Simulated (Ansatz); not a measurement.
# ZnS: the change of pressure and energy less free atoms with volume scale

Periodic Kohn-Sham DFT of a crystal at fixed atoms, scaled to volume_scale times the given cell; pressure positive in compression, energy less spherical unpolarised free atoms, largest_vzz the field gradient of largest size among the nuclei. The results are calculated, by Ansatz 0.2.0.

The cell before it is scaled or strained (space group P6_3mc, No. 186):
```
ZnS
1.0
      3.8110     0.0000     0.0000
     -1.9055     3.3004     0.0000
      0.0000     0.0000     6.2340
Zn S
2 2
Direct
  0.33333 0.66667 0.00000
  0.66667 0.33333 0.50000
  0.33333 0.66667 0.38500
  0.66667 0.33333 0.88500
```

Settings of every row: method all-electron LAPW; functional PBEsol; relativity scalar; k mesh 8x8x5; filling fermi-dirac; smearing width 0.03 eV; basis error target 1 meV/atom; nucleus gaussian.

Atom start moment: 0 on all atoms.

| row | volume scale | V (Å³/atom) | pressure (GPa) | energy less free atoms (eV/atom) |
| --- | --- | --- | --- | --- |
| 1 | 0.94 | 18.426 | 3.882 | -3.7702 |
| 2 | 0.96 | 18.818 | ? | ? |
| 3 | 0.98 | 19.21 | 0.253 | -3.7799 |
| 4 | 0.99 | 19.407 | -0.535 | -3.7797 |
| 5 | 1 | 19.603 | -1.281 | -3.7786 |
| 6 | 1.01 | 19.799 | -1.986 | -3.7766 |
| 7 | 1.02 | 19.995 | -2.654 | -3.7738 |
| 8 | 1.04 | 20.387 | -3.883 | -3.7657 |
| 9 | 1.06 | 20.779 | -4.982 | -3.7549 |

Question: what pressure and energy less free atoms should row 2 give?

Worked fit of pressure. Take u = (V_r/V)^(2/3) − 1 with V_r = 19.701 Å³ an atom, which is twice the finite (Eulerian) strain; such expansions in the strain, on which the Birch-Murnaghan equation of state is built, carry the rest volume and the bulk modulus. The shown rows have u = 0.04561, 0.01697, 0.01007, 0.00333, -0.0033, -0.00983, -0.02256, -0.03489. Least squares give pressure = −1.6388 + 106.265 × u + 309.82 × u² + 310 × u³ GPa; a parabola predicts inner rows, each left out in turn, worse (root mean square 0.005 against 0.0023 GPa). The rows lie off it by 0.000, -0.002, 0.002, 0.000, 0.000, 0.000, -0.001, 0.000. The pressure vanishes at u = 0.0148, or V = 19.27 Å³ an atom, and there the bulk modulus at fixed shape and fractions is B = −V dP/dV = (2/3)(1 + u) dP/du = 78.2 GPa. Letting shape and atoms relax would as a rule lower it, by much in layered, chain or molecular crystals. The withheld row has u = 0.03104, so the fit gives −1.6388 + 106.265 × (0.03104) + 309.82 × (0.03104)² + 310 × (0.03104)³ = 1.967 GPa.

The calculation gave 1.966 GPa. The fit lies 0.001 GPa (0.011 % of the column's range) above it, one unit of the last digit.

Worked fit of energy less free atoms. Take u = (V_r/V)^(2/3) − 1 with V_r = 19.701 Å³ an atom, which is twice the finite (Eulerian) strain; such expansions in the strain, on which the Birch-Murnaghan equation of state is built, carry the rest volume and the bulk modulus. The shown rows have u = 0.04561, 0.01697, 0.01007, 0.00333, -0.0033, -0.00983, -0.02256, -0.03489. Least squares give energy less free atoms = −3.77771 − 0.2998 × u + 10.179 × u² eV/atom; a straight line predicts inner rows, each left out in turn, worse (root mean square 0.0053 against 4.2e-05 eV/atom). The rows lie off it by 0.0000, 0.0000, 0.0000, 0.0000, 0.0000, 0.0000, 0.0001, 0.0000. Its lowest point lies at u = 0.0147, or V = 19.27 Å³ an atom, and the curvature there gives the bulk modulus at fixed shape and fractions, B = (4/9)(1 + u)² E″(u)/V = 77.4 GPa. Letting shape and atoms relax would as a rule lower it, by much in layered, chain or molecular crystals. The withheld row has u = 0.03104, so the fit gives −3.77771 − 0.2998 × (0.03104) + 10.179 × (0.03104)² = -3.7772 eV/atom.

The calculation gave -3.7773 eV/atom. The fit lies 0.0001 eV/atom (0.4 % of the column's range) above it, one unit of the last digit.
